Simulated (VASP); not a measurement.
# GaN (P6_3mc) in VASP: further runs

Aim: see how the results for GaN move with the level of theory and the settings. Levels: HSE06, PBE0. Tasks: band structure.

Program: VASP 6.6.1. These are calculated values, not measurements. Logs are shortened: lines on timing, memory, paths and dates and some standing lists are left out, and cuts for length are marked.

**What was measured.**

From “Studying electronic properties in GaN without electrical contacts using γ-γ vs e−-γ Perturbed Angular Correlations”, 2019, pmc:6823545, for a bulk crystal of GaN: band gap 3.503 ± 0.005 eV (direct).

The results are compared with them further down.

## 1. The structure

The structure is hexagonal, space group P6_3mc (No. 186). The conventional cell has a = 3.180 Å, b = 3.180 Å, c = 5.183 Å, α = 90.00°, β = 90.00°, γ = 120.00°. Ga (site symmetry 3m) has 4 N at 1.94 to 1.95 Å as nearest neighbours. Around N (site symmetry 3m) lie 4 Ga at 1.94 to 1.95 Å.

## 2. Band structure, HSE06

File POSCAR:

```
GaN                                     
1.0
    3.1802303026      0.0000000000      0.0000000000
   -1.5901151513      2.7541602278      0.0000000000
    0.0000000000      0.0000000000      5.1832172877
  Ga              N             
     2     2
Direct
     0.3333333300000021    0.6666666699999979    0.9992402474009704
     0.6666666699999979    0.3333333300000021    0.4992402474009704
     0.3333333300000021    0.6666666699999979    0.3757597525990296
     0.6666666699999979    0.3333333300000021    0.8757597525990296
```

File INCAR.step1:

```
ALGO = Normal
EDIFF = 1E-5
ENCUT = 520
GGA = PE
ISIF = 2
ISMEAR = 0
KPAR = 4
LASPH = T
LCHARG = F
LREAL = F
LWAVE = T
NBANDS = 26
NELM = 80
PREC = Accurate
SIGMA = 0.03
```

File INCAR.step2:

```
ALGO = Normal
EDIFF = 1E-7
ENCUT = 520
GGA = PE
HFSCREEN = 0.2
ISIF = 2
ISMEAR = 0
ISTART = 1
KPAR = 4
LASPH = T
LCHARG = F
LHFCALC = T
LREAL = F
LWAVE = F
NBANDS = 26
NELM = 80
PREC = Accurate
PRECFOCK = Fast
SIGMA = 0.03
```

File KPOINTS:

```
k-points
0
Gamma
  6 6 3
```

File KPOINTS_OPT:

```
explicit points
6
Reciprocal
 0.0000000000  0.0000000000  0.0000000000 1
 0.0000000000  0.0000000000  0.5000000000 1
 0.3333333333  0.3333333333  0.5000000000 1
 0.3333333333  0.3333333333  0.0000000000 1
 0.5000000000  0.0000000000  0.5000000000 1
 0.5000000000  0.0000000000  0.0000000000 1
```

Potentials or basis: VASP PAW PBE potentials, release 64 (Ga_d, N).

On the command line:

```
> cat potpaw_PBE.64/Ga_d/POTCAR potpaw_PBE.64/N/POTCAR > POTCAR
> cp INCAR.step1 INCAR
> mpirun -np 4 vasp_std > vasp.out
> cp INCAR.step2 INCAR
> mpirun -np 4 vasp_std > vasp.out
```

OUTCAR:

```text
EDIFF = 1E-7
   ENCUT = 520
   GGA = PE
   HFSCREEN = 0.2
   ISIF = 2
   ISMEAR = 0
   ISTART = 1
   LASPH = T
   LHFCALC = T
   LREAL = F
   NELM = 80
   PREC = Accurate
   PRECFOCK = Fast

 ion  position               nearest neighbor table
   1  0.333  0.667  0.999-   4 1.94   4 1.94   4 1.94   3 1.95
   2  0.667  0.333  0.499-   3 1.94   3 1.94   3 1.94   4 1.95
   3  0.333  0.667  0.376-   2 1.94   2 1.94   2 1.94   1 1.95
   4  0.667  0.333  0.876-   1 1.94   1 1.94   1 1.94   2 1.95

  LATTYP: Found a hexagonal cell.
 ALAT       =     3.1802303026
 C/A-ratio  =     1.6298245078

  Lattice vectors:

 A1 = (   3.1802303026,   0.0000000000,   0.0000000000)
 A2 = (  -1.5901151513,   2.7541602278,   0.0000000000)
 A3 = (   0.0000000000,   0.0000000000,   5.1832172877)

Analysis of symmetry for initial positions (statically):
=====================================================================
 Subroutine PRICEL returns:
 Original cell was already a primitive cell.

 Routine SETGRP: Setting up the symmetry group for a
 hexagonal supercell.

 Subroutine GETGRP returns: Found 12 space group operations
 (whereof  6 operations were pure point group operations)
 out of a pool of 24 trial point group operations.

The static configuration has the point symmetry C_3v.
 The point group associated with its full space group is C_6v.

Analysis of symmetry for dynamics (positions and initial velocities):
=====================================================================
 Subroutine PRICEL returns:
 Original cell was already a primitive cell.

 Routine SETGRP: Setting up the symmetry group for a
 hexagonal supercell.

 Subroutine GETGRP returns: Found 12 space group operations
 (whereof  6 operations were pure point group operations)
 out of a pool of 24 trial point group operations.

The dynamic configuration has the point symmetry C_3v.
 The point group associated with its full space group is C_6v.

 Subroutine INISYM returns: Found 12 space group operations
 (whereof  6 operations are pure point group operations),
 and found     1 'primitive' translations

----------------------------------------------------------------------------------------

                                     Primitive cell

  volume of cell :      45.3991

  direct lattice vectors                    reciprocal lattice vectors
     3.180230303  0.000000000  0.000000000     0.314442636  0.181543541  0.000000000
    -1.590115151  2.754160228  0.000000000     0.000000000  0.363087082  0.000000000
     0.000000000  0.000000000  5.183217288     0.000000000  0.000000000  0.192930364

  length of vectors
     3.180230303  3.180230299  5.183217288     0.363087081  0.363087082  0.192930364

  position of ions in fractional coordinates (direct lattice)
     0.333333330  0.666666670  0.999240247
     0.666666670  0.333333330  0.499240247
     0.333333330  0.666666670  0.375759753
     0.666666670  0.333333330  0.875759753

  ion indices of the primitive-cell ions
   primitive index   ion index
                 1           1
                 2           2
                 3           3
                 4           4

----------------------------------------------------------------------------------------

 KPOINTS: k-points

Automatic generation of k-mesh.
 Grid dimensions read from file:
 generate k-points for:    6    6    3

 Generating k-lattice:

  Cartesian coordinates                     Fractional coordinates (reciprocal lattice)
     0.052407106  0.030257257  0.000000000     0.166666667  0.000000000  0.000000000
     0.000000000  0.060514514  0.000000000     0.000000000  0.166666667  0.000000000
     0.000000000  0.000000000  0.064310121     0.000000000  0.000000000  0.333333333

  Length of vectors
     0.060514514  0.060514514  0.064310121

  Shift w.r.t. Gamma in fractional coordinates (k-lattice)
     0.000000000  0.000000000  0.000000000

 Subroutine IBZKPT returns following result:
 ===========================================

 Found     14 irreducible k-points:

 Following reciprocal coordinates:
            Coordinates               Weight
  0.000000  0.000000  0.000000      1.000000
  0.166667 -0.000000  0.000000      6.000000
  0.333333 -0.000000  0.000000      6.000000
  0.500000 -0.000000  0.000000      3.000000
  0.166667  0.166667  0.000000      6.000000
  0.333333  0.166667  0.000000     12.000000
  0.333333  0.333333  0.000000      2.000000
  0.000000  0.000000  0.333333      2.000000
  0.166667 -0.000000  0.333333     12.000000
  0.333333 -0.000000  0.333333     12.000000
  0.500000 -0.000000  0.333333      6.000000
  0.166667  0.166667  0.333333     12.000000
  0.333333  0.166667  0.333333     24.000000
  0.333333  0.333333  0.333333      4.000000
   k-points           NKPTS =     14   k-points in BZ     NKDIM =    108   number of bands    NBANDS=     26
   number of dos      NEDOS =    301   number of ions     NIONS =      4
   total plane-waves  NPLWV =  23040
   dimension x,y,z NGX =    24 NGY =   24 NGZ =   40
   dimension x,y,z NGXF=    48 NGYF=   48 NGZF=   80
   ions per type =               2   2
   NGX,Y,Z   is equivalent  to a cutoff of  12.55, 12.55, 12.83 a.u.
   NGXF,Y,Z  is equivalent  to a cutoff of  25.09, 25.09, 25.66 a.u.
 SYSTEM =  unknown system
   PREC   = accura    normal or accurate (medium, high low for compatibility)
   ISTART =      1    job   : 0-new  1-cont  2-samecut
   ICHARG =      0    charge: 1-file 2-atom 10-const
   ISPIN  =      1    spin polarized calculation?
   LNONCOLLINEAR =      F non collinear calculations
   LSORBIT =      F    spin-orbit coupling
   LASPH  =      T    aspherical Exc in radial PAW
   ENCUT  =  520.0 eV  38.22 Ry    6.18 a.u.   5.91  5.91  9.64*2*pi/ulx,y,z
   NELM   =     80;   NELMIN=  2; NELMDL=  0     # of ELM steps
   EDIFF  = 0.1E-06   stopping-criterion for ELM
   LREAL  =      F    real-space projection
   EDIFFG = 0.1E-05   stopping-criterion for IOM
   NSW    =      0    number of steps for IOM
   IBRION =     -1    ionic relax: 0-MD 1-quasi-New 2-CG
   NFREE  =      0    steps in history (QN), initial steepest desc. (CG)
   ISIF   =      2    stress and relaxation
   ISYM   =      3    0-nonsym 1-usesym 2-fastsym
   POTIM  = 0.5000    time-step for ionic-motion
   TEBEG  =    0.0;   TEEND  =   0.0 temperature during run
   PSTRESS=    0.0 pullay stress
   NELECT =      36.0000    total number of electrons
   NUPDOWN=      -1.0000    fix difference up-down
   EMIN   =  10.00;   EMAX   =-10.00  energy-range for DOS
   EFERMI =   0.00;   METHOD = LEGACY
   ISMEAR =     0;   SIGMA  =   0.03  broadening in eV -4-tet -1-fermi 0-gaus
   EFERMI_NEDOS =   21; number of points for ismear=-14 and -15
   IALGO  =     38    algorithm
   IMIX   =      1    mixing-type and parameters
     AMIX     =   0.40;   BMIX     =  1.00
     AMIX_MAG =   1.60;   BMIX_MAG =  1.00
  volume/ion in A,a.u.               =      11.35        76.59
  Fermi-wavevector in a.u.,A,eV,Ry     =   1.515281  2.863466 31.240030  2.296077
  Thomas-Fermi vector in A             =   2.624826
   LORBIT       =      0    0 simple, 1 ext, 2 COOP (PROOUT), +10 PAW based schemes
   GGA     = PE    functional components
   LHFCALC =     T    Hartree Fock is set to
   PRECFOCK=fast      Normal, Fast or Accurate (Low or Medium for compatibility)
   ENCUT4O =  -1.0   cutoff for four orbital integrals eV
   NKREDX  =     1    reduce k-point grid by
   NKREDY  =     1    reduce k-point grid by
   NKREDZ  =     1    reduce k-point grid by
   AEXX    =    0.2500 exact exchange contribution
   HFSCREEN=    0.2000 screening length (either q_TF or 0.3 A-1)
   HFSCREENC=   0.2000 screening length for correlation (either q_TF or 0.3 A-1)
   ENCUTFOCK=  -1.0 apply spherical cutoff to Coloumb kernel
   IVDW    =     0    specifies the selected vdW correction
   LEPSILON=     F    determine dielectric tensor
   LRPA    =     F    only Hartree local field effects (RPA)
 non-spin polarized calculation
 Gauss-broadening in eV      SIGMA  =   0.03
  energy-cutoff  :      520.00
  volume of cell :       45.40
 maximum number of plane-waves:      1244
 NGX is ok and might be reduce to    24
  NGX = 14; NGY = 14; NGZ = 24

 number of electron      35.9999996 magnetization

 Free energy of the ion-electron system (eV)
  ---------------------------------------------------
  ext. energy  EPLUGINS =         0.00000000
  ---------------------------------------------------
  free energy    TOTEN  =       -29.58071868 eV

  energy without entropy =      -29.58071868  energy(sigma->0) =      -29.58071868

 E-fermi :   4.7505     XC(G=0):  -9.5759

 val. band max:        4.5534610273   @ k =   0.0000   0.0000   0.0000
 cond. band min:       7.8003784409   @ k =   0.0000   0.0000   0.0000
 fundamental gap:      3.2469174135
 Fermi energy:         4.7505321108

 k-point     1 :       0.0000    0.0000    0.0000
  band No.  band energies     occupation
      1     -12.9959      2.00000
      2     -12.3476      2.00000
      3     -11.0246      2.00000
      4     -11.0074      2.00000
      5     -11.0074      2.00000
      6     -10.9465      2.00000
[... 18 lines left out ...]
     25      18.0632      0.00000
     26      18.0632      0.00000

 k-point     2 :       0.1667   -0.0000    0.0000
  band No.  band energies     occupation
      1     -12.7657      2.00000
      2     -12.3080      2.00000
      3     -10.9934      2.00000
      4     -10.9737      2.00000
      5     -10.9192      2.00000
      6     -10.8980      2.00000
[... 18 lines left out ...]
     25      17.6945      0.00000
     26      18.6382      0.00000

 k-point     3 :       0.3333   -0.0000    0.0000
  band No.  band energies     occupation
      1     -12.4328      2.00000
      2     -12.2621      2.00000
      3     -10.9517      2.00000
      4     -10.9352      2.00000
      5     -10.8473      2.00000
      6     -10.8042      2.00000
[... 282 lines left out ...]
 k-point    13 :       0.3333    0.1667    0.3333
  band No.  band energies     occupation
      1     -12.2720      2.00000
      2     -12.2354      2.00000
      3     -10.9290      2.00000
      4     -10.9107      2.00000
      5     -10.8789      2.00000
      6     -10.8191      2.00000
[... 18 lines left out ...]
     25      18.2766      0.00000
     26      19.4987      0.00000

 k-point    14 :       0.3333    0.3333    0.3333
  band No.  band energies     occupation
      1     -12.2335      2.00000
      2     -12.2335      2.00000
      3     -10.9350      2.00000
      4     -10.8703      2.00000
      5     -10.8703      2.00000
      6     -10.8194      2.00000
[... 18 lines left out ...]
     25      19.4954      0.00000
     26      20.5011      0.00000

------------------------ aborting loop because EDIFF is reached ----------------------------------------

  FORCE on cell =-STRESS in cart. coord.  units (eV):
  Direction    XX          YY          ZZ          XY          YZ          ZX
  --------------------------------------------------------------------------------------
  -------------------------------------------------------------------------------------
  Total        0.1088842      0.1088842     -0.0386010      0.0000000     -0.0000000      0.0000000
  in kB        3.8426289      3.8426289     -1.3622665      0.0000000     -0.0000000      0.0000000
  external PRESSURE =       2.1076638 kB  Pullay stress =       0.0000000 kB

 VOLUME and BASIS-vectors are now :
 -----------------------------------------------------------------------------
  energy-cutoff  :      520.00
  volume of cell :       45.40
      direct lattice vectors                 reciprocal lattice vectors
     3.180230303  0.000000000  0.000000000     0.314442636  0.181543541  0.000000000
    -1.590115151  2.754160228  0.000000000     0.000000000  0.363087082  0.000000000
     0.000000000  0.000000000  5.183217288     0.000000000  0.000000000  0.192930364

 POSITION                                       TOTAL-FORCE (eV/Angst)
 -----------------------------------------------------------------------------------
     -0.00000      1.83611      5.17928        -0.000000      0.000000     -0.020422
      1.59012      0.91805      2.58767         0.000000      0.000000     -0.020422
     -0.00000      1.83611      1.94764         0.000000      0.000000      0.020422
      1.59012      0.91805      4.53925        -0.000000     -0.000000      0.020422
 -----------------------------------------------------------------------------------
    total drift:                                0.000005     -0.000001     -0.000678

  FREE ENERGIE OF THE ION-ELECTRON SYSTEM (eV)
  ---------------------------------------------------
  free  energy   TOTEN  =       -29.5807186810 eV

  energy  without entropy=      -29.5807186810  energy(sigma->0) =      -29.58071868
```

Wall time 21 min (4 MPI ranks of Intel Xeon Platinum 8488C (Sapphire Rapids), shared host); peak memory 0.29 GiB.

Results:

```yaml
Free_energy: -29.5807 eV
Pressure: 0.2 GPa
Largest_force: 0.020 eV/Å
Band_gap_on_the_k_mesh: 3.25 eV, direct
Band_gap_along_the_path: 3.25 eV, direct
```

Forces on the atoms (eV/Å):
```
Ga   0.000  0.000 -0.020
Ga   0.000  0.000 -0.020
N    0.000  0.000  0.020
N    0.000  0.000  0.020
```

Levels at points of the mesh, in eV from the valence-band top:
| k point | band 16 | band 17 | band 18 | band 19 | band 20 | band 21 |
| --- | --- | --- | --- | --- | --- | --- |
| (0.00, 0.00, 0.00) | -0.04 | 0.00 | 0.00 | 3.25 | 5.76 | 11.02 |
| (0.50, 0.00, 0.00) | -2.97 | -2.37 | -1.09 | 6.40 | 7.03 | 7.47 |

Caveat: the PAW data sets were made with another functional, which shifts forces and pressure a little.

## 3. Band structure, PBE0

POSCAR is that of step 2.

INCAR.step1 is that of step 2.

Changes to INCAR.step2 since step 2:

```diff
@@ -1 +1,2 @@
+AEXX = 0.25
 ALGO = Normal
@@ -4,3 +5,3 @@
 GGA = PE
-HFSCREEN = 0.2
+HFRCUT = -1
 ISIF = 2
```

KPOINTS is that of step 2.

KPOINTS_OPT is that of step 2.

Potentials or basis: VASP PAW PBE potentials, release 64 (Ga_d, N).

On the command line:

```
> cat potpaw_PBE.64/Ga_d/POTCAR potpaw_PBE.64/N/POTCAR > POTCAR
> cp INCAR.step1 INCAR
> mpirun -np 4 vasp_std > vasp.out
> cp INCAR.step2 INCAR
> mpirun -np 4 vasp_std > vasp.out
```

It took 19 min on 4 MPI ranks of Intel Xeon Platinum 8488C (Sapphire Rapids), shared host; peak memory 0.2 GiB.

It converged, with:

- Free energy: -31.3413 eV
- Pressure: 0.1 GPa
- Largest force: 0.020 eV/Å
- Band gap on the k mesh: 3.93 eV, direct
- Band gap along the path: 3.93 eV, direct

Forces on the atoms (eV/Å):
```
Ga   0.000  0.000 -0.020
Ga   0.000  0.000 -0.020
N    0.000  0.000  0.020
N    0.000  0.000  0.020
```

Stress tensor (GPa, compression positive):
```
 0.31  0.00  0.00
 0.00  0.31  0.00
 0.00  0.00 -0.25
```

Levels at points of the mesh, in eV from the valence-band top:
```csv
k point,band 14,band 15,band 16,band 17,band 18,band 19,band 20,band 21,band 22,band 23
"(0.00, 0.00, 0.00)",-1.14,-1.14,-0.06,0.00,0.00,3.93,6.47,11.76,12.26,12.26
"(0.50, 0.00, 0.00)",-5.72,-4.57,-3.00,-2.39,-1.10,7.11,7.75,8.19,11.27,12.73
```

Caveat: the PAW data sets were made with another functional, which shifts forces and pressure a little.

## 4. Comparison with measurements

Step 2. A measured gap of GaN is 3.503 eV (direct; quoted in “Studying electronic properties in GaN without electrical contacts using γ-γ vs e−-γ Perturbed Angular Correlations”, 2019, pmc:6823545); the calculated 3.25 eV misses it by -0.26 eV. Spin-orbit coupling on Ga is left out. The value is that of HSE06, without temperature or zero-point motion.

Step 3. A measured gap of GaN is 3.503 eV (direct; quoted in “Studying electronic properties in GaN without electrical contacts using γ-γ vs e−-γ Perturbed Angular Correlations”, 2019, pmc:6823545); the calculated 3.93 eV misses it by +0.43 eV. Spin-orbit coupling on Ga is left out. The value is that of PBE0, without temperature or zero-point motion.
